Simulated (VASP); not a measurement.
**A VASP 6.6.1 single-point calculation on PbS**

INCAR

```
IBRION = -1
EDIFF = 1E-7
LREAL = .FALSE.
GGA = PE
ISMEAR = -1
ISIF = 2
SIGMA = 0.02
NELM = 120
NSW = 0
ENCUT = 500
LWAVE = .FALSE.
PREC = Accurate
LCHARG = .FALSE.
NBANDS = 17
LASPH = .TRUE.
```

KPOINTS

```
KPOINTS created by Atomic Simulation Environment
0
Gamma
8 8 8
0 0 0
```

POSCAR

```
Pb S
 1.0000000000000000
     0.1614571789000000    3.0292005480999999    3.0292005480999999
     3.0292005480999999    0.1614571789000000    3.0292005480999999
     3.0292005480999999    3.0292005480999999    0.1614571789000000
 Pb  S
   1   1
Cartesian
  0.0000000000000000  0.0000000000000000  0.0000000000000000
  3.1099291375500000  3.1099291375500000  3.1099291375500000
```

The recommended PBE PAW datasets give the neutral cell 20 valence electrons.

Command

```
mpirun -np 1 vasp_std
```

Task: Predict the outcome of this run.

Result: It converged. Results: gap between bands v and c on the k mesh -0.27 eV (bands overlap: a metal); least direct gap on the k mesh 0.16 eV; pressure 3.2 GPa. Band v is the last that the valence electrons fill when counted band by band, and c is the next.

OSZICAR

```
N       E                     dE             d eps       ncg     rms          rms(c)
DAV:   1     0.158517770457E+03    0.15852E+03   -0.94404E+03  2210   0.120E+03
DAV:   2     0.295419531379E+01   -0.15556E+03   -0.14979E+03  2377   0.314E+02
DAV:   3    -0.889334204303E+01   -0.11848E+02   -0.11762E+02  2880   0.916E+01
DAV:   4    -0.917734127870E+01   -0.28400E+00   -0.28375E+00  2824   0.156E+01
DAV:   5    -0.918768865856E+01   -0.10347E-01   -0.10346E-01  3196   0.288E+00    0.478E+00
DAV:   6    -0.870728144117E+01    0.48041E+00   -0.13542E+00  3460   0.805E+00    0.338E+00
DAV:   7    -0.870679647717E+01    0.48496E-03   -0.14315E-01  2657   0.192E+00    0.189E+00
DAV:   8    -0.870990373548E+01   -0.31073E-02   -0.15150E-02  2566   0.133E+00    0.191E-01
DAV:   9    -0.870957716152E+01    0.32657E-03   -0.28118E-03  3579   0.468E-01    0.876E-02
DAV:  10    -0.870973363511E+01   -0.15647E-03   -0.32157E-04  2485   0.114E-01    0.535E-02
DAV:  11    -0.870974103332E+01   -0.73982E-05   -0.67302E-05  3055   0.879E-02    0.204E-02
DAV:  12    -0.870974188778E+01   -0.85446E-06   -0.42991E-06  2834   0.187E-02    0.143E-03
DAV:  13    -0.870974194260E+01   -0.54823E-07   -0.10432E-07  2456   0.344E-03
   1 F= -.87097419E+01 E0= -.87096666E+01  d E =-.150645E-03
```

Standard output (part)

```
POSCAR found type information on POSCAR PbS
 POSCAR found :  2 types and       2 ions
 LDA part: xc-table for (Slater+PW92), standard interpolation
 POSCAR, INCAR and KPOINTS ok, starting setup
 WAVECAR not read
 entering main loop
```

For comparison, a separate PBE run of the intended cell, on usual settings and not on those above, gives a gap of -0.27 eV on its mesh and a pressure of 3.2 GPa.
